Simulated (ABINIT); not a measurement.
Crystal: Br.

```xyz
4
Lattice="3.3632 -2.3226 0.0000 3.3632 2.3226 0.0000 0.0000 0.0000 8.7023" Properties=species:S:1:pos:R:3 pbc="T T T"
Br    3.3632    0.6266    3.3948
Br    3.3632    1.6959    7.7459
Br    3.3632   -0.6266    5.3075
Br    3.3632   -1.6959    0.9564
```

Base run:

```yaml
Program: ABINIT 10.8.3 (patched build)
Functional: BP86
Potentials_or_basis: JTH PAW PBE v2.0
Cutoff: 408 eV
k_mesh: 7 × 7 × 3
Occupations: fermi-dirac, width 0.05 eV
Spin: no spin polarisation
```

Its results: band gap on the k mesh 1.87 eV, indirect (least direct gap 1.89 eV); pressure 1.9 GPa; largest force 1.002 eV/Å.

Task: After a change of settings the same cell gave: band gap on the k mesh 1.96 eV, indirect (least direct gap 1.98 eV); pressure 3.0 GPa; largest force 0.859 eV/Å. Which change was it?
A. functional from BP86 to revPBE
B. functional from BP86 to PBEsol; k mesh from 7 × 7 × 3 to 6 × 6 × 2
C. functional from BP86 to PBEsol
D. functional from BP86 to PBE

Result: A.

Caveats: the PAW data sets were made with another functional, which shifts forces and pressure a little; the atomic spheres overlap.
